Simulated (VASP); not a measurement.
**CoO under changes of volume**

One of the cells (10.212 Å³/atom); the others are scaled copies at fixed shape and fractional positions:

```
Co O
1.0
     1.53467    0.88604    2.50339
    -1.53467    0.88604    2.50339
     0.00000   -1.77209    2.50339
Co O
1 1
Cartesian
  0.0000 0.0000 0.0006
  0.0000 0.0000 5.6320
```

Measurements of this composition are mostly on another form, of space group No. 225.

```yaml
Program: VASP 6.6.1
Functional: PBEsol
Potentials_or_basis: VASP PAW PBE potentials, release 64 (Co, O)
Cutoff: 520 eV
k_mesh: 8 × 8 × 8
Occupations: fermi-dirac, width 0.05 eV
Spin: collinear spin, ferromagnetic start
Starting_moments: "[2.0, 0.0] μB"
```

```tsv
volume (Å³/atom)	energy over the lowest point (meV/atom)	pressure (GPa)	moment (μB per cell)	largest force (eV/Å)
9.804	10.84	8.9	1.67	0.003
10.008	?	?	?	?
10.212	0.00	0.3	1.73	0.002
10.417	2.27	-2.5	1.84	0.001
10.621	6.84	-2.8	2.16	0.002
```

Question: What does the run at 10.008 Å³/atom give?

Answer: Energy over the lowest point 2.57 meV/atom; pressure 4.2 GPa; moment 1.69 μB per cell; largest force 0.003 eV/Å.

Worked out: A Birch-Murnaghan fit of order 2 (a polynomial in V^(-2/3)) to the other rows has its minimum at 10.24 Å³/atom with B0 = V·E''(V) = 165 GPa at fixed shape and positions, which overstates the stiffness. It gives 3.22 meV/atom at 10.008 Å³/atom, against the run's 2.57, and -dE/dV = 4.0 GPa, against 4.2. A parabola through the other rows of the moment, of slope 0.0732 μB per Å³/atom there, gives 1.64 μB, against the run's 1.69.

Energies are extrapolated to zero smearing.

Caveats: the PAW data sets were made with another functional, which shifts forces and pressure a little; a cell with one magnetic atom can't hold antiferromagnetic order, which such compounds often take.
